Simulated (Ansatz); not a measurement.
# Pb (Fm-3m) in Ansatz: a series of runs, part 2 of 2

Ansatz 0.2.0.

## (4) Elastic constants, PBEsol

Input file input.yaml:

```yaml
crystal:
  lattice:
    - [0.0, 2.47502, 2.47502]
    - [2.47502, 0.0, 2.47502]
    - [2.47502, 2.47502, 0.0]
  atoms:
    - { symbol: Pb, position: [0.0, 0.0, 0.0] }
kpoints:
  mp_grid: { grid: [7, 7, 7] }
scf:
  occupations: { method: fermi_dirac, width: 0.05 }
hamiltonian:
  xc: pbesol
  pseudopotentials: { kind: all_electron, lapw: { basis_error: 0.001 } }
output:
  forces: true
  stress: true
elastic:
  mode: relaxed_ion
  stencil: two_point
```

Potentials or basis: all-electron LAPW, scalar-relativistic.

Command:

```console
> ansatz run input.yaml --threads 1 --pin off --max-ram 3072MiB --backend cpu --events-out ev --progress --plain --runs-dir out
```

Log:

```text
Warning: RAYON_NUM_THREADS=1 ignored (pool sized by the plan → 1); use --threads N
LAPW: plane waves up to 6.619 Å⁻¹, error target 1.0e-3 eV per atom; small_component_spin mean_spin; Pb in spheres of 1.698 Å, 36 of its electrons in bands, Dirac shells [] (how accurate: hamiltonian.pseudopotentials.lapw.basis_error, Limitations)
Engine: ansatz 0.2.0, x86_64-unknown-linux-gnu
Pseudopotentials: kind: all_electron
Pseudopotential: Pb, LAPW, valence charge 36, lapw/all_electron/scalar/gaussian/Pb, Koelling and Harmon's equation, gaussian nucleus
Functional definition: PBEsol
  exchange = pbesol_x
  correlation = pbesol_c
Crystal: 1 atoms, lattice volume = 30.323 Å³
Basis set: ecut = 166.90821657785938 eV, 169 PW (Γ), exchange–correlation at level 2
Bands: 22, of which v1, the nominal top of the filled ones, is band 18 counted from 1 (17 counted from 0)
Symmetry: 48 space group operations
Space group: Fm-3m (ITA 225), of the structure as read, at distance tolerance 3.1e-5 Å
k-points: 20 of 343
Non-local potential: Pb, projectors of the file, none
[... 104 lines left out ...]
         0.000     -0.000     -0.000      0.000     29.861     -0.000
        -0.000      0.000     -0.000      0.000      0.000     29.861
  reference stress σ⁰ (GPa):     -0.041     -0.041     -0.041     -0.000     -0.000     -0.000
  no Pulay correction (none for the plane-wave cutoff is built on LAPW): the batch's stresses and constants are at fixed plane waves
  C* (energy form; C + prestress term) asymmetry max|C*_kj − C*_jk| = 1.421e-14 GPa — a small one proves nothing (zero by symmetry where the batch's group is 432, −43m or m−3m); a large one is finite-difference/SCF noise where every solve meets its electron count
  moduli (Voigt/Reuss/Hill, GPa): K = 47.63/47.63/47.63   G = 20.49/12.14/16.32   E = 43.93   ν = 0.346
  mechanically stable: yes (min eigenvalue of sym C = 12.85 GPa)
  where every solve meets its electron count the energy-path curvature estimates C_jj along a normal strain and C_jj − ¼(σ⁰_aa + σ⁰_bb) along a shear (ab), closely only under elastic.basis: deformed
  strain η (Voigt 11):  stress-route row diagonal C_11 = 56.20 GPa, energy-path curvature d²(F+E_count)/dδ²/Ω₀ = 56.15 GPa
         δ    σ_11 (GPa)             F (eV)   n_scf  n_hpsi   n_pw
    -2.000e-3      -0.1522     -567915.1742281       7   25748    169   relax 0 steps, max|allowed force component| 0.00e0 eV/Å
     2.000e-3       0.0726     -567915.1742590       7   25751    169   relax 0 steps, max|allowed force component| 0.00e0 eV/Å
  strain η (Voigt 23):  stress-route row diagonal C_44 = 29.86 GPa, energy-path curvature d²(F+E_count)/dδ²/Ω₀ = 29.89 GPa
         δ    σ_23 (GPa)             F (eV)   n_scf  n_hpsi   n_pw
    -2.000e-3      -0.0597     -567915.1742535       6   36787    169   relax 0 steps, max|allowed force component| 0.00e0 eV/Å
     2.000e-3       0.0597     -567915.1742535       5   32540    169   relax 0 steps, max|allowed force component| 0.00e0 eV/Å
```

Wall time 18 s (1 thread of Intel Xeon Platinum 8375C at 2.90GHz (Ice Lake), shared host); peak memory 0.33 GiB.

Results:

```yaml
Free_energy: -567915.1743 eV
Pressure: 0.0 GPa
Band_gap_on_the_k_mesh: none (metal or under the smearing width)
Elastic_constants_C11_C12_C44: 56, 43, 30 GPa
Voigt_bulk_modulus: 48 GPa
```

Elastic tensor in Voigt notation (GPa, in the Cartesian axes of the cell as first typed):
```
56 43 43  0  0  0
43 56 43  0  0  0
43 43 56  0  0  0
 0  0  0 30  0  0
 0  0  0  0 30  0
 0  0  0  0  0 30
```

Caveat: the k mesh is thin for a metal, which can move the energy by tens of meV per atom; a metal's response needs a denser mesh; elastic constants of metals need much finer meshes, so these are rough. Spin-orbit coupling is left out, which matters for the levels of Pb.

## (5) Elastic constants, PBE

Changes to input.yaml since step 4:

```diff
@@ -12,3 +12,3 @@
 hamiltonian:
-  xc: pbesol
+  xc: pbe
   pseudopotentials: { kind: all_electron, lapw: { basis_error: 0.001 } }
```

Command:

```console
> ansatz run input.yaml --threads 1 --pin off --max-ram 3072MiB --backend cpu --events-out ev --progress --plain --runs-dir out
```

Wall time 18 s (1 thread of Intel Xeon Platinum 8375C at 2.90GHz (Ice Lake), shared host); peak memory 0.33 GiB.

The run converged. Its results:

- Free energy: -568066.5988 eV
- Pressure: 2.9 GPa
- Band gap on the k mesh: none (metal or under the smearing width)
- Elastic constants C11, C12, C44: 62, 49, 32 GPa
- Voigt bulk modulus: 53 GPa

Levels at points of the mesh, in eV from the Fermi level:
```
           k point  band 14  band 15  band 16  band 17  band 18  band 19  band 20  band 21  band 22
(0.00, 0.00, 0.00)   -17.01   -16.86   -16.86   -11.68     7.49     7.49     7.49     9.82    11.42
```

Elastic tensor in Voigt notation (GPa, in the Cartesian axes of the cell as first typed):
```
62 49 49  0  0  0
49 62 49  0  0  0
49 49 62  0  0  0
 0  0  0 32  0  0
 0  0  0  0 32  0
 0  0  0  0  0 32
```

Caveat: the k mesh is thin for a metal, which can move the energy by tens of meV per atom; a metal's response needs a denser mesh; elastic constants of metals need much finer meshes, so these are rough. The run has no spin-orbit coupling, so splittings on Pb are missing.

## (6) Summary

```csv
task,level,potentials or basis,spin,cutoff (eV),gap on the mesh (eV),pressure (GPa)
band structure,PBEsol,"all-electron LAPW, relativistic spinors","SOC, no magnetisation",154,-,-0.1
band structure,LDA,"all-electron LAPW, relativistic spinors","SOC, no magnetisation",154,-,-1.7
elastic constants,PBEsol,"all-electron LAPW, scalar-relativistic",off,167,none,0.0
elastic constants,PBE,"all-electron LAPW, scalar-relativistic",off,167,none,2.9
```

Alike in all rows: cell as given; k mesh 7 × 7 × 7; smearing fermi-dirac 0.05 eV; basis error allowed 0.001 eV/atom.

Caveats: the k mesh is thin for a metal, which can move the energy by tens of meV per atom; a metal's response needs a denser mesh (some runs); elastic constants of metals need much finer meshes, so these are rough (some runs).

Compare energies only between runs with the same functional and basis.
